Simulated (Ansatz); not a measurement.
# NiO: strain energy, fitted

NiO, Fm-3m, a = 4.189 Å. Ansatz: r2SCAN, PAW, 500 eV, Γ-centred 10×10×8 mesh on 4 atoms, Gaussian smearing 0.02 eV; collinear spin, largest moment 1.7 μB. Series: biaxial strain in the a-b plane, c and atoms relaxed; x is the strain in per cent. The axes a, b, c are those of the computed cell (2.962, 2.962, 4.189 Å), along [1 1 0], [-1 1 0], [0 0 1] of the cell named above. y is the free energy over the unstrained cell, V0 = 9.186 Å³/atom.

```tsv
x (%)	y (meV/atom)
-6.0	?
-4.0	46.63
-2.0	10.66
0.0	0.00
2.0	8.93
4.0	32.82
6.0	67.94
```

Q: Fit y = c2 x² + c3 x³ to the other rows, turn c2 into a modulus, and predict the missing energy.

A: Least squares on the rows shown. y = 2.4951 x² − 0.10230 x³. In eV per unit strain² c2 is 24.95; M is the biaxial modulus (E = M V0 ε²): 24.95 × 160.2 / (9.186) = 435 GPa. At x = -6.0 the fit asked for gives 111.92 meV/atom. The run gave 112.24 meV/atom, so the fit is 0.32 meV/atom too low, within twice the rms miss on the fitted rows (0.30 meV/atom). Note that the gap is closed there and open in the run one row down.

The state reached may not be the lowest one. Moments started parallel, and an antiferromagnetic order may lie lower. Where the gap has closed, the smearing of 0.02 eV or less is narrow for a metal on this mesh.